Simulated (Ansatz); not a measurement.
Polymorphs of InN, each relaxed with plane-wave PAW LDA (Ansatz code):

A: wurtzite (P6_3mc)
a = b = 3.503 Å, c = 5.664 Å, α = β = 90.00°, γ = 120.00°

```csv
atom,site,symmetry,x,y,z
In,2b,3m.,0.6667,0.3333,0.0019
N,2b,3m.,0.3333,0.6667,0.1233
```

B: P6_3mc
a = b = 3.4978 Å, c = 11.3710 Å, α = β = 90.00°, γ = 120.00°

```tsv
atom	site	symmetry	x	y	z
In	2a	3m.	0.0000	0.0000	0.0007
In	2b	3m.	0.3333	0.6667	0.2504
N	2a	3m.	0.0000	0.0000	0.3122
N	2b	3m.	0.3333	0.6667	0.0623
```

Order them by energy per atom at 0 K (lowest first) at the level LDA.

A (+0 meV/atom), B (+5 meV/atom)

Built on a structure type that need not be the filed one of that space group: B. Not the usual ambient phase: B. All cells were relaxed under the symmetry of their starts (and spin orders); stability against distortions was not tested throughout. Spin–orbit coupling is left out wherever it is not named.

Energies hold the estimated change up to a 700 eV cutoff; steps of a few meV lie near the error of the meshes.

Potentials: the later of the program's two PAW sets.
